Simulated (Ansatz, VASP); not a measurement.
# One calculation of PbS, two programs

```
Pb S
1.0
     2.97301   -2.97301   -0.00001
     2.97301    2.97301   -0.00001
    -2.09147    0.00000   22.16529
Pb S
2 2
Direct
  0.73748 0.71729 0.93567
  0.28271 0.26252 0.06433
  0.24024 0.21983 0.94324
  0.78017 0.75976 0.05676
```

Alike in both runs: functional PBE; dispersion D3(BJ); k mesh 8 × 8 × 2; no spin polarisation.

Ansatz relaxed the structure, and its values are those at the end. VASP's run is a single point on that final structure, the one shown.

```csv
,VASP,Ansatz
version,VASP 6.6.1,Ansatz 0.2.0
potentials or method,"VASP PAW PBE potentials, release 64 (Pb_d, S)","scalar-relativistic, plane waves, PAW"
plane-wave cutoff (eV),520,420
occupations,"gaussian, width 0.01 eV",fixed
valence electrons in the cell,40,40
```

```csv
,VASP,Ansatz,Ansatz less VASP
gap on the k mesh at the Fermi level (eV),1.86,1.86,-0.003
least direct gap on the mesh (eV),1.86,1.86,-0.003
```

Caveats: spin-orbit coupling is left out, which as a rule narrows the gap of such compounds by several tenths of an eV.
